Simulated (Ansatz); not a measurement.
# KF: squeezing one contact

An exercise on one series of results from a longer session: the logs are not shown, and one member is left open.

Method: DFT PBEsol, with the methods named in each step, in Ansatz 0.2.0.

1 further run of the same task is left out (it didn't finish).

## The starting structure

The structure is cubic, space group Fm-3m (No. 225). The conventional cell has a = 5.344 Å, b = 5.344 Å, c = 5.344 Å, α = 90.00°, β = 90.00°, γ = 90.00°. Around K (site symmetry m-3m) lie 6 F at 2.67 Å. F (site symmetry m-3m) is surrounded by 6 K at 2.67 Å.

Coordinates:

```cif
data_structure
_symmetry_space_group_name_H-M 'P 1'
_symmetry_Int_Tables_number 1
_cell_length_a 3.7786
_cell_length_b 3.7786
_cell_length_c 3.7786
_cell_angle_alpha 60.000
_cell_angle_beta 60.000
_cell_angle_gamma 60.000
_cell_volume 38.15
loop_
_atom_site_label
_atom_site_type_symbol
_atom_site_fract_x
_atom_site_fract_y
_atom_site_fract_z
_atom_site_occupancy
K1 K 0.00000 0.00000 0.00000 1
F1 F 0.50000 0.50000 0.50000 1
```

Atoms are numbered in the order of the input: K1, F2.

The first run:

Contents of input.yaml:

```yaml
crystal:
  lattice:
    - [0.0, 2.67185, 2.67185]
    - [2.67185, 0.0, 2.67185]
    - [2.67185, 2.67185, 0.0]
  atoms:
    - { symbol: K, position: [0.0, 0.0, 0.0] }
    - { symbol: F, position: [0.5, 0.5, 0.5] }
kpoints:
  mp_grid: { grid: [8, 8, 8] }
scf:
  occupations: { method: fermi_dirac, width: 0.03 }
hamiltonian:
  xc: pbesol
  pseudopotentials: { kind: all_electron, lapw: { basis_error: 0.001 } }
output:
  forces: true
  stress: true
  eigenvalues: true
  populations: true
```

Launch:

```bash
$ ansatz run input.yaml --threads 1 --pin off --max-ram 2048MiB --backend cpu --events-out ev --progress --plain --runs-dir out
```

Steps of the session up to this table: The bond as given, LAPW; Shortest bond scaled by 0.82, LAPW; Shortest bond scaled by 0.82, crystal datasets; Shortest bond scaled by 0.76, LAPW; Shortest bond scaled by 0.7, LAPW; Shortest bond scaled by 0.58, LAPW.

One of the session's tables, all rows but one given; the rest of the session is left out.

| method | length (Å) | F from the given length (eV/cell) | force along the bond (eV/Å) | pressure (GPa) | gap on the k mesh (eV) | largest force (eV/Å) |
| --- | --- | --- | --- | --- | --- | --- |
| LAPW | 1.550 | 5.632 | 22.163 | 48.37 | 3.95 | 22.163 |
| LAPW | 1.870 | 1.418 | 6.646 | 16.51 | 5.38 | 6.646 |
| LAPW | 2.031 | ? | ? | ? | ? | ? |
| LAPW | 2.191 | 0.264 | 1.583 | 3.58 | 5.96 | 1.583 |
| LAPW | 2.672 | 0.000 | 0.000 | -0.66 | 6.04 | 0.000 |
| PAW | 1.550 | 5.656 | 22.354 | 48.79 | 3.94 | 22.354 |
| PAW | 1.870 | 1.417 | 6.649 | 16.51 | 5.38 | 6.649 |
| PAW | 2.031 | 0.643 | 3.342 | 8.34 | 5.75 | 3.342 |
| PAW | 2.191 | 0.263 | 1.583 | 3.58 | 5.96 | 1.583 |
| PAW | 2.672 | 0.000 | 0.000 | -0.66 | 6.05 | 0.000 |
| PAW (cutoff 1000 eV) | 1.550 | – | 22.339 | 48.76 | 3.94 | 22.339 |
| crystal datasets | 2.191 | – | 1.584 | 3.58 | 5.96 | 1.584 |

Q: Estimate the row for LAPW, 2.031 from the others.

The run gave: F from the given length (eV/cell): 0.644; force along the bond (eV/Å): 3.345; pressure (GPa): 8.35; gap on the k mesh (eV): 5.75; largest force (eV/Å): 3.345.

To keep in mind: Rows by PAW come from runs of the same series that aren't printed here. Warnings in the runs' records: crystal datasets made.
